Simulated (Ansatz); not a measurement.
InAs under strain

Theory: DFT PBEsol, scalar-relativistic, plane waves, PAW in Ansatz. (420 eV cutoff, 12×12×10 k-mesh, Gaussian smearing of 0.10 eV, no spin polarisation)

The relaxed crystal:

```
CELL_PARAMETERS angstrom
3.04358 3.04358 0.00000
-3.04358 3.04358 0.00000
0.00000 0.00000 6.08715
ATOMIC_POSITIONS crystal
In 0.50000 0.00000 0.25000
In 0.00000 0.50000 0.75000
As 0.00000 0.00000 0.00000
As 0.50000 0.50000 0.50000
```

Deformation: c alone is stretched, the rest of the cell is held and the atoms relax, all within the symmetry that the strain leaves. Energies are extrapolated to zero smearing.

| strain (%) | ΔE (meV/atom) | a (Å) | b (Å) | c (Å) |
| --- | --- | --- | --- | --- |
| -3.0 | 6.3 | 4.304 | 4.304 | 5.905 |
| -2.0 | 2.8 | 4.304 | 4.304 | 5.965 |
| -1.0 | 0.7 | 4.304 | 4.304 | 6.026 |
| +0.0 | 0.0 | 4.304 | 4.304 | 6.087 |
| +1.0 | 0.7 | 4.304 | 4.304 | 6.148 |
| +2.0 | 2.8 | 4.304 | 4.304 | 6.209 |
| +3.0 | 6.1 | 4.304 | 4.304 | 6.270 |

(1) What stiffness (1/V) d²E/dε² at zero strain does a cubic fit over all points give?

## Answers

(1) A cubic fit gives (1/V) d²E/dε² = 79 GPa at zero strain (the elastic constant along c at held a and b).